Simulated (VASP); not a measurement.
MgF2: single point with PBE

The system is MgF2.

```xyz
6
Lattice="4.6213 0.0000 0.0000 0.0000 4.6213 0.0000 0.0000 0.0000 3.0159" Properties=species:S:1:pos:R:3 pbc="T T T"
Mg    0.0000    0.0000    0.0000
Mg    2.3106    2.3106    1.5079
F     1.3993    1.3993    0.0000
F     0.9113    3.7100    1.5079
F     3.2220    3.2220    0.0000
F     3.7100    0.9113    1.5079
```

The cell isn't the ideal one: the database's cell and atoms.

```yaml
Program: VASP 6.6.1
Task: single point
Functional: PBE
Potentials_or_basis: VASP PAW PBE potentials, release 64 (Mg, F)
Cutoff: 520 eV
k_mesh: 6 × 6 × 8
Occupations: gaussian, width 0.02 eV
Spin: no spin polarisation
```

```json
{
  "Pressure": "5.4 GPa",
  "Largest force": "0.053 eV/Å",
  "Band gap on the k mesh": "7.21 eV, direct"
}
```

Forces in eV/Å, atoms in the order of the input:
```
Mg   0.000  0.000  0.000
Mg   0.000  0.000  0.000
F   -0.038 -0.038  0.000
F    0.038 -0.038  0.000
F    0.038  0.038  0.000
F   -0.038  0.038  0.000
```

Stress tensor (GPa, compression positive):
```
4.77 0.00 0.00
0.00 4.77 0.00
0.00 0.00 6.71
```

Levels at points of the mesh, in eV from the valence-band top:
```tsv
k point	band 12	band 13	band 14	band 15	band 16	band 17	band 18	band 19	band 20	band 21
(0.00, 0.00, 0.00)	-1.22	-0.72	-0.33	-0.33	0.00	7.21	12.37	12.37	13.92	14.53
(0.50, 0.00, 0.00)	-1.41	-0.98	-0.98	-0.39	-0.39	9.62	9.62	13.64	13.64	15.61
(0.50, 0.50, 0.00)	-1.27	-0.97	-0.97	-0.81	-0.81	11.35	11.35	11.40	11.40	17.49
(0.00, 0.00, 0.50)	-1.47	-1.17	-1.17	-0.87	-0.87	12.01	12.01	15.11	15.11	15.53
(0.50, 0.00, 0.50)	-1.40	-0.76	-0.76	-0.68	-0.68	12.87	12.87	13.66	13.66	15.88
(0.50, 0.50, 0.50)	-1.44	-0.63	-0.63	-0.50	-0.50	13.42	13.42	13.42	13.42	14.79
```

Wall time 53 s on 1 thread of Intel(R) Xeon(R) Platinum 8259CL CPU @ 2.50GHz (Skylake/Cascade Lake), on a shared host, peak memory 0.21 GiB.

A k mesh can miss the band edges.
